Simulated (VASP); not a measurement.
# Mg (P6_3/mmc) in VASP: a series of runs, part 2 of 3

VASP 6.6.1. The steps go on from the part before.

## Step 3: Single point, PBEsol

Contents of INCAR:

```
PREC = Accurate
ENCUT = 520
EDIFF = 1E-6
ISMEAR = 0
SIGMA = 0.1
LREAL = F
LASPH = T
NELM = 60
ALGO = Normal
ISIF = 2
LWAVE = F
LCHARG = F
GGA = PS
```

Contents of KPOINTS:

```
Automatic mesh
0
Gamma
  15 15 8
```

Contents of POSCAR:

```
Mg
1.0
    3.2093000000      0.0000000000      0.0000000000
   -1.6046500000      2.7793353300      0.0000000000
    0.0000000000      0.0000000000      5.2103000000
Mg
2
Direct
    0.3333333300      0.6666666700      0.2500000000
    0.6666666700      0.3333333300      0.7500000000
```

Potentials or basis: VASP PAW PBE potentials, release 64 (Mg).

Launch:

```
$ cat potpaw_PBE.64/Mg/POTCAR > POTCAR
$ mpirun -np 1 vasp_std > vasp.out
```

OUTCAR:

```text
PREC = Accurate
   ENCUT = 520
   EDIFF = 1E-6
   ISMEAR = 0
   LREAL = F
   LASPH = T
   NELM = 60
   ISIF = 2
   GGA = PS

 ion  position               nearest neighbor table
   1  0.333  0.667  0.250-   2 3.20   2 3.20   2 3.20   2 3.20   2 3.20   2 3.20
   2  0.667  0.333  0.750-   1 3.20   1 3.20   1 3.20   1 3.20   1 3.20   1 3.20

  LATTYP: Found a hexagonal cell.
 ALAT       =     3.2093000000
 C/A-ratio  =     1.6235004518

  Lattice vectors:

 A1 = (   3.2093000000,   0.0000000000,   0.0000000000)
 A2 = (  -1.6046500000,   2.7793353300,   0.0000000000)
 A3 = (   0.0000000000,   0.0000000000,   5.2103000000)

Analysis of symmetry for initial positions (statically):
=====================================================================
 Subroutine PRICEL returns:
 Original cell was already a primitive cell.

 Routine SETGRP: Setting up the symmetry group for a
 hexagonal supercell.

 Subroutine GETGRP returns: Found 24 space group operations
 (whereof 12 operations were pure point group operations)
 out of a pool of 24 trial point group operations.

The static configuration has the point symmetry D_3d.
 The point group associated with its full space group is D_6h.

Analysis of symmetry for dynamics (positions and initial velocities):
=====================================================================
 Subroutine PRICEL returns:
 Original cell was already a primitive cell.

 Routine SETGRP: Setting up the symmetry group for a
 hexagonal supercell.

 Subroutine GETGRP returns: Found 24 space group operations
 (whereof 12 operations were pure point group operations)
 out of a pool of 24 trial point group operations.

The dynamic configuration has the point symmetry D_3d.
 The point group associated with its full space group is D_6h.

 Subroutine INISYM returns: Found 24 space group operations
 (whereof 12 operations are pure point group operations),
 and found     1 'primitive' translations

----------------------------------------------------------------------------------------

                                     Primitive cell

  volume of cell :      46.4744

  direct lattice vectors                    reciprocal lattice vectors
     3.209300000  0.000000000  0.000000000     0.311594429  0.179899127  0.000000000
    -1.604650000  2.779335330  0.000000000     0.000000000  0.359798254  0.000000000
     0.000000000  0.000000000  5.210300000     0.000000000  0.000000000  0.191927528

  length of vectors
     3.209300000  3.209300001  5.210300000     0.359798255  0.359798254  0.191927528

  position of ions in fractional coordinates (direct lattice)
     0.333333330  0.666666670  0.250000000
     0.666666670  0.333333330  0.750000000

  ion indices of the primitive-cell ions
   primitive index   ion index
                 1           1
                 2           2

----------------------------------------------------------------------------------------

 KPOINTS: Automatic mesh

Automatic generation of k-mesh.
 Grid dimensions read from file:
 generate k-points for:   15   15    8

 Generating k-lattice:

  Cartesian coordinates                     Fractional coordinates (reciprocal lattice)
     0.020772962  0.011993275  0.000000000     0.066666667 -0.000000000  0.000000000
     0.000000000  0.023986550  0.000000000     0.000000000  0.066666667  0.000000000
     0.000000000  0.000000000  0.023990941     0.000000000  0.000000000  0.125000000

  Length of vectors
     0.023986550  0.023986550  0.023990941

  Shift w.r.t. Gamma in fractional coordinates (k-lattice)
     0.000000000  0.000000000  0.000000000

 Subroutine IBZKPT returns following result:
 ===========================================

 Found    135 irreducible k-points:

 Following reciprocal coordinates:
            Coordinates               Weight
  0.000000  0.000000  0.000000      1.000000
  0.066667  0.000000  0.000000      6.000000
  0.133333  0.000000  0.000000      6.000000
  0.200000  0.000000  0.000000      6.000000
  0.266667  0.000000  0.000000      6.000000
  0.333333  0.000000  0.000000      6.000000
[... 16 lines left out ...]
  0.333333  0.200000  0.000000     12.000000
  0.400000  0.200000  0.000000      6.000000
 [... further k-points ...]
   k-points           NKPTS =    135   k-points in BZ     NKDIM =    135   number of bands    NBANDS=      6
   number of dos      NEDOS =    301   number of ions     NIONS =      2
   total plane-waves  NPLWV =  23040
   dimension x,y,z NGX =    24 NGY =   24 NGZ =   40
   dimension x,y,z NGXF=    48 NGYF=   48 NGZF=   80
   ions per type =               2
   NGX,Y,Z   is equivalent  to a cutoff of  12.43, 12.43, 12.76 a.u.
   NGXF,Y,Z  is equivalent  to a cutoff of  24.86, 24.86, 25.53 a.u.
 SYSTEM =  unknown system
   PREC   = accura    normal or accurate (medium, high low for compatibility)
   ISTART =      0    job   : 0-new  1-cont  2-samecut
   ICHARG =      2    charge: 1-file 2-atom 10-const
   ISPIN  =      1    spin polarized calculation?
   LNONCOLLINEAR =      F non collinear calculations
   LSORBIT =      F    spin-orbit coupling
   LASPH  =      T    aspherical Exc in radial PAW
   ENCUT  =  520.0 eV  38.22 Ry    6.18 a.u.   5.97  5.97  9.69*2*pi/ulx,y,z
   NELM   =     60;   NELMIN=  2; NELMDL= -5     # of ELM steps
   EDIFF  = 0.1E-05   stopping-criterion for ELM
   LREAL  =      F    real-space projection
   EDIFFG = 0.1E-04   stopping-criterion for IOM
   NSW    =      0    number of steps for IOM
   IBRION =     -1    ionic relax: 0-MD 1-quasi-New 2-CG
   NFREE  =      0    steps in history (QN), initial steepest desc. (CG)
   ISIF   =      2    stress and relaxation
   ISYM   =      2    0-nonsym 1-usesym 2-fastsym
   POTIM  = 0.5000    time-step for ionic-motion
   TEBEG  =    0.0;   TEEND  =   0.0 temperature during run
   PSTRESS=    0.0 pullay stress
   NELECT =       4.0000    total number of electrons
   NUPDOWN=      -1.0000    fix difference up-down
   EMIN   =  10.00;   EMAX   =-10.00  energy-range for DOS
   EFERMI =   0.00;   METHOD = LEGACY
   ISMEAR =     0;   SIGMA  =   0.10  broadening in eV -4-tet -1-fermi 0-gaus
   EFERMI_NEDOS =   21; number of points for ismear=-14 and -15
   IALGO  =     38    algorithm
   IMIX   =      4    mixing-type and parameters
     AMIX     =   0.40;   BMIX     =  1.00
     AMIX_MAG =   1.60;   BMIX_MAG =  1.00
  volume/ion in A,a.u.               =      23.24       156.81
  Fermi-wavevector in a.u.,A,eV,Ry     =   0.722809  1.365911  7.108401  0.522453
  Thomas-Fermi vector in A             =   1.812866
   LORBIT       =      0    0 simple, 1 ext, 2 COOP (PROOUT), +10 PAW based schemes
   GGA     = PS    functional components
   LHFCALC =     F    Hartree Fock is set to
   AEXX    =    0.0000 exact exchange contribution
   IVDW    =     0    specifies the selected vdW correction
   LEPSILON=     F    determine dielectric tensor
   LRPA    =     F    only Hartree local field effects (RPA)
 non-spin polarized calculation
 Gauss-broadening in eV      SIGMA  =   0.10
  energy-cutoff  :      520.00
  volume of cell :       46.47
 maximum number of plane-waves:      1272
 NGX is ok and might be reduce to    24
   NGX = 11   NGY = 11   NGZ = 19

 number of electron       4.0000000 magnetization

 Free energy of the ion-electron system (eV)
  ---------------------------------------------------
  ext. energy  EPLUGINS =         0.00000000
  ---------------------------------------------------
  free energy    TOTEN  =        -3.44304216 eV

  energy without entropy =       -3.43803402  energy(sigma->0) =       -3.44053809

 E-fermi :   2.5317     XC(G=0):  -8.4957

 val. band max:        2.4923771533   @ k =   0.0000   0.0000   0.1250
 cond. band min:       2.5327531256   @ k =   0.2667   0.0667   0.0000
 fundamental gap:      0.0403759723
 Fermi energy:         2.5316596631

 k-point     1 :       0.0000    0.0000    0.0000
  band No.  band energies     occupation
      1      -4.3473      2.00000
      2       0.8639      2.00000
      3       1.2912      2.00000
      4      13.3848      0.00000
      5      13.4036      0.00000
      6      13.4780      0.00000
[... 199 lines left out ...]
 k-point    24 :       0.4000    0.2000    0.0000
  band No.  band energies     occupation
      1       0.9540      2.00000
      2       0.9720      2.00000
      3       4.4451      0.00000
      4       5.6954      0.00000
      5       6.0829      0.00000
      6       6.2560      0.00000

 [... further k-points ...]

------------------------ aborting loop because EDIFF is reached ----------------------------------------

  FORCE on cell =-STRESS in cart. coord.  units (eV):
  Direction    XX          YY          ZZ          XY          YZ          ZX
  --------------------------------------------------------------------------------------
  -------------------------------------------------------------------------------------
  Total       -0.2748680     -0.2748680     -0.4825533     -0.0000000     -0.0000000      0.0000000
  in kB       -9.4759076     -9.4759076    -16.6357316     -0.0000000     -0.0000000      0.0000000
  external PRESSURE =     -11.8625156 kB  Pullay stress =       0.0000000 kB

 VOLUME and BASIS-vectors are now :
 -----------------------------------------------------------------------------
  energy-cutoff  :      520.00
  volume of cell :       46.47
      direct lattice vectors                 reciprocal lattice vectors
     3.209300000  0.000000000  0.000000000     0.311594429  0.179899127  0.000000000
    -1.604650000  2.779335330  0.000000000     0.000000000  0.359798254  0.000000000
     0.000000000  0.000000000  5.210300000     0.000000000  0.000000000  0.191927528

 POSITION                                       TOTAL-FORCE (eV/Angst)
 -----------------------------------------------------------------------------------
     -0.00000      1.85289      1.30258        -0.000000     -0.000000      0.000000
      1.60465      0.92645      3.90773         0.000000      0.000000      0.000000
 -----------------------------------------------------------------------------------
    total drift:                                0.000000     -0.000000      0.000000

  FREE ENERGIE OF THE ION-ELECTRON SYSTEM (eV)
  ---------------------------------------------------
  free  energy   TOTEN  =        -3.4430421583 eV

  energy  without entropy=       -3.4380340161  energy(sigma->0) =       -3.44053809
```

stdout:

```text
POSCAR found type information on POSCAR Mg
 POSCAR found :  1 types and       2 ions
 scaLAPACK will be used
 -----------------------------------------------------------------------------
|                                                                             |
|                                                                             |
|     You enforced a specific xc type in the INCAR file but a different       |
|     I HOPE YOU KNOW WHAT YOU ARE DOING!                                     |
|                                                                             |
 -----------------------------------------------------------------------------

 LDA part: xc-table for (Slater+PW92), standard interpolation
 POSCAR, INCAR and KPOINTS ok, starting setup
 FFT: planning ... GRIDC
 FFT: planning ... GRID_SOFT
 FFT: planning ... GRID
 WAVECAR not read
 entering main loop
```

Run time: 9.6 s. Hardware: 1 thread of Intel Xeon Platinum 8488C (Sapphire Rapids), shared host; peak memory 0.18 GiB.

Results:

```yaml
Free_energy: -3.4430 eV
Pressure: -1.2 GPa
Band_gap_on_the_k_mesh: none (metal or under the smearing width)
```

Levels at points of the mesh, in eV from the Fermi level:
```
           k point  band 1  band 2  band 3  band 4  band 5  band 6
(0.00, 0.00, 0.00)   -6.88   -1.67   -1.24   10.85   10.87   10.95
(0.00, 0.00, 0.50)   -5.50   -5.50    4.99    4.99   11.60   11.60
```

Caveat: the PAW data sets were made with another functional, which shifts forces and pressure a little.

(Continued in part 3 of 3.)
